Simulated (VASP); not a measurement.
**Se: relaxation of cell and atoms with PBEsol**

Se:

```
CELL_PARAMETERS angstrom
1.97222 1.13867 1.60624
-1.97222 1.13867 1.60624
0.00000 -2.27733 1.60624
ATOMIC_POSITIONS crystal
Se 0.00000 0.00000 0.00000
```

This isn't the form of Se at room conditions, which is trigonal, of chains.

* Program: VASP 6.6.1
* Task: relaxation of cell and atoms
* Functional: PBEsol
* Potentials or basis: VASP PAW PBE potentials, release 64 (Se)
* Cutoff: 520 eV
* k mesh: 21 × 21 × 21
* Occupations: gaussian, width 0.1 eV
* Spin: no spin polarisation
* Target pressure: 0.0001 GPa
* Further INCAR settings: ALGO = Fast; EDIFF = 1e-07; IBRION = 2; EDIFFG = -0.002; NSW = 80; ISIF = 3
* Target pressure: 0.0001 GPa

```yaml
Relaxed_volume: 21.65 Å³/atom
Relaxed_cell: a = 2.787 Å, b = 2.787 Å, c = 2.787 Å, α = 90.01°, β = 90.01°, γ = 90.01°
Space_group_after_relaxing_to_0.05_Å: Pm-3m (No. 221)
Energy_change_on_relaxing_the_enthalpy_is_what_falls: -0.0 meV/atom
Ionic_steps: 11
Pressure_after_relaxing: 0.0 GPa
Band_gap_on_the_k_mesh: none (metal or under the smearing width)
```

Final structure:
```xyz
1
Lattice="1.9708 1.1378 1.6089 -1.9708 1.1378 1.6089 0.0000 -2.2757 1.6089" Properties=species:S:1:pos:R:3 pbc="T T T"
Se    0.0000    0.0000    0.0000
```

Levels at points of the mesh, in eV from the Fermi level:
| k point | band 1 | band 2 | band 3 | band 4 | band 5 | band 6 | band 7 |
| --- | --- | --- | --- | --- | --- | --- | --- |
| (0.00, 0.00, 0.00) | -16.44 | 1.46 | 1.46 | 1.46 | 7.66 | 7.66 | 7.89 |

It took 110 s on 1 thread of Intel(R) Xeon(R) 6975P-C (Granite Rapids) (shared host), peak memory 0.27 GiB.

Caveat: the cell is relaxed towards a set pressure, so the enthalpy falls and the energy may rise; the PAW data sets were made with another functional, which shifts forces and pressure a little.
